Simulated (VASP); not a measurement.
Set up this calculation in VASP 6.6.1, as the native input.

```
Task                   : relaxation of cell and atoms
Functional             : PBE
Potentials or basis    : VASP PAW PBE potentials, release 64 (Mo_sv)
Cutoff                 : 350 eV
k mesh                 : 18 × 18 × 18
Occupations            : gaussian, width 0.1 eV
Spin                   : no spin polarisation
Target pressure        : 22 GPa
Further INCAR settings : ALGO = Normal; EDIFF = 1e-07; IBRION = 2; EDIFFG = -0.002; NSW = 80; ISIF = 3
Target pressure        : 22 GPa
```

The structure of Mo lies in POSCAR:

```
Mo                                      
1.0
   -1.5411835647      1.5411835647      1.5411835647
    1.5411835647     -1.5411835647      1.5411835647
    1.5411835647      1.5411835647     -1.5411835647
  Mo            
     1
Direct
     0.0000000000000000    0.0000000000000000    0.0000000000000000
```

These files were run (other wordings do the same):

INCAR

```
PREC = Accurate
ENCUT = 350
EDIFF = 1E-7
ISMEAR = 0
SIGMA = 0.1
LREAL = F
LASPH = T
NELM = 100
ALGO = Normal
ISIF = 3
LWAVE = F
LCHARG = F
GGA = PE
IBRION = 2
NSW = 80
EDIFFG = -0.002
PSTRESS = 220.0
```

KPOINTS

```
Automatic mesh
0
Gamma
  18 18 18
```

Potentials or basis: VASP PAW PBE potentials, release 64 (Mo_sv).

The run is started by

```console
$ cat potpaw_PBE.64/Mo_sv/POTCAR > POTCAR
$ mpirun -np 1 vasp_std > vasp.out
```

It gave:

```json
{"Relaxed volume": "14.64 Å³/atom", "Relaxed cell": "a = 2.669 Å, b = 2.669 Å, c = 2.669 Å, α = 109.47°, β = 109.47°, γ = 109.47°", "Space group after relaxing (to 0.05 Å)": "Im-3m (No. 229)", "Energy change on relaxing (the enthalpy is what falls)": "+0.3 meV/atom", "Ionic steps": "3", "Pressure after relaxing": "22.0 GPa", "Band gap on the k mesh": "none (metal or under the smearing width)"}
```

Caveat: the cell is relaxed towards a set pressure, so the enthalpy falls and the energy may rise.

Wall time 7.5 s on 1 thread of Intel(R) Xeon(R) 6975P-C (Granite Rapids), on a shared host, peak memory 0.12 GiB.
